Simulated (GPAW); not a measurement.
Runs of GPAW 26.7.0 on TiO. Symmetry: Pm-3m, No. 221, cubic system. Conventional cell: a = 2.708 Å, b = 2.708 Å, c = 2.708 Å, α = 90.00°, β = 90.00°, γ = 90.00°. Ti (site symmetry m-3m) has 8 O at 2.35 Å as nearest neighbours. O (site symmetry m-3m) has 8 Ti at 2.35 Å as nearest neighbours. The cell comes from a database or a generator and needn't be the stable form of this composition.

```csv
spin,U,fixed moment (μB),start of the occupation matrix,cycles with the matrix held,symmetry,random start of the orbitals,gap on the mesh (eV),pressure (GPa),moment (μB)
"collinear, ferromagnetic start",Ti d U = 6 eV,-,atoms,-,-,-,2.39,3.9,2.00
"collinear, ferromagnetic start",Ti d U = 2 eV,-,atoms,-,-,-,none,-29.9,0.18
"collinear, ferromagnetic start",Ti d U = 6 eV,-,random,10,point_group=False,-,2.39,3.9,2.00
"collinear, ferromagnetic start",Ti d U = 2 eV,-,spherical,9,point_group=False,-,none,-29.9,0.18
"collinear, ferromagnetic start",Ti d U = 9 eV,-,atoms,-,-,-,4.64,8.2,2.00
off,Ti d U = 6 eV,-,atoms,-,-,-,none,(b),-
"collinear, random start",Ti d U = 6 eV,-,atoms,-,point_group=False,yes,none,-23.4,0.22
"collinear, random start",Ti d U = 6 eV,-0.9,atoms,-,-,-,-,(a),0.90
"collinear, ferromagnetic start",Ti d U = 2 eV,2.0,atoms,-,-,-,-,-8.0,2.00
"collinear, random start",Ti d U = 2 eV,-,atoms,-,point_group=False,yes,none,-29.9,0.18
off,Ti d U = 2 eV,-,atoms,-,-,-,none,-30.0,-
"collinear, ferromagnetic start",Ti d U = 2 eV,-,random,14,point_group=False,-,none,-29.9,0.18
```

Alike in all rows: task single point from a typed occupation; level LDA+U; potentials or basis the program's PAW data sets (release 1.2.1) made for this functional, pw; cell as given; k mesh 7 × 7 × 7; cutoff (eV) 600; smearing gaussian 0.05 eV.

Estimate the missing entries.

(a) -16.6; (b) -23.6.

Caveats: the cutoff is short for stress and forces, so pressures can be off by a GPa or more; a pressure of tens of GPa on the cell as given is suspect, and the run, the potentials or the cell itself is likely at fault (some runs); an odd mesh through Γ misses points on the zone boundary, where band edges often lie (some runs); the occupation matrix was held by a function in the script for the first cycles and then freed (some runs); the end state hangs on it (some runs); U without spin polarisation on a metal has little footing (some runs); the total moment is fixed, so each spin has its own Fermi level (some runs).

A gap of «none» marks a metal or a gap under the smearing width.
